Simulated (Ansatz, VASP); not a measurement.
## Ir: VASP beside Ansatz

```xyz
1
Lattice="0.0000 1.9773 1.9197 1.9773 0.0000 1.9197 1.9773 1.9773 0.0000" Properties=species:S:1:pos:R:3 pbc="T T T"
Ir    0.0000    0.0000    0.0000
```

Change from the starting cell: equal xx and yy strain of +3 %, PAW files.

Alike in both runs: task electric field gradients; functional PBE; k mesh 15 × 15 × 15; occupations fermi-dirac, width 0.05 eV; no spin polarisation.

|  | VASP | Ansatz |
| --- | --- | --- |
| version | VASP 6.6.1 | Ansatz 0.2.0 |
| potentials or method | VASP PAW PBE potentials, release 64 (Ir) | PAW with Ansatz's default frozen-core files, scalar-relativistic |
| plane-wave cutoff (eV) | 520 | 420 |
| valence electrons in the cell | 9 | 17 |

|  | VASP | Ansatz | Ansatz less VASP |
| --- | --- | --- | --- |
| pressure (GPa) | -10.6 | -11.0 | -0.38 |
| largest component of the traceless stress (GPa) | 6.27 | 6.32 | +0.056 |
| Vzz of the field gradient on the site that differs most (V/Å²) | -18.5 | -20.8 | -2.27 |

With one functional, cell and mesh, what is left measures potentials, basis and numerics. The two sets of potentials don't hold the same shells in valence. Ansatz warned: «gradients_without_spin_orbit».

Spin-orbit coupling is left out, which matters for the levels of Ir.
